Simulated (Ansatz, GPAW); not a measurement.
## One calculation of KBr, 3 ways

```
CELL_PARAMETERS angstrom
0.00000 3.30000 3.30000
3.30000 0.00000 3.30000
3.30000 3.30000 0.00000
ATOMIC_POSITIONS crystal
Br 0.50000 0.50000 0.50000
K 0.00000 0.00000 0.00000
```

Alike in all runs: task single point; functional PBE; k mesh 7 × 7 × 7; occupations gaussian, width 0.024 eV; no spin polarisation; no spin-orbit coupling. Pressure is positive in compression and, in plane waves, holds the error of the finite cutoff, which Ansatz's Pulay term estimates and takes out.

```tsv
program and potentials	plane-wave cutoff (eV)	notes	pressure (GPa)
Ansatz, Ansatz PAW	420	-	0.72
GPAW, GPAW PAW data sets (gpaw-data 1.2.1)	600	-	0.70
Ansatz, all-electron LAPW, scalar-relativistic	-	-	0.72
```

The pressure spans 0.70 (GPAW, GPAW PAW data sets (gpaw-data 1.2.1)) to 0.72 GPa (Ansatz, Ansatz PAW), with all-electron results at 0.72.

Differences between rows come from potentials, basis sets and numerical settings, since the functional is the same but for its coding. Runs on potential files found faulty are left out.
